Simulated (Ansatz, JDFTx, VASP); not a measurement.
GaP: programs and potentials compared

```
Ga P
1.0
     0.00000    2.72525    2.72525
     2.72525    0.00000    2.72525
     2.72525    2.72525    0.00000
Ga P
1 1
Direct
  0.00000 0.00000 0.00000
  0.75000 0.75000 0.75000
```

Alike in all runs: task band structure; functional BLYP; k mesh 8 × 8 × 8; occupations fermi-dirac, width 0.05 eV; no spin polarisation; no spin-orbit coupling. Pressure is positive in compression and, in plane waves, holds the error of the finite cutoff. Gaps are the smaller of the mesh's and the band path's.

```tsv
program and potentials	plane-wave cutoff (eV)	notes	band gap (eV)	pressure (GPa)
VASP, PBE PAW files Ga_d, P, 520 eV	520	potentials made for PBE	1.68	6.46
JDFTx, PseudoDojo-SR-PBE-0.5-standard	1088	potentials made for PBE	1.66	-
Ansatz, all-electron LAPW, scalar-relativistic	-	-	?	?
```

Problem. Estimate from the other rows what the run with Ansatz, all-electron LAPW, scalar-relativistic gave.

Solution. Band gap 1.66 eV; pressure 6.32 GPa. The other rows, which needn't bracket it: band gap 1.66 to 1.68; pressure 6.46.
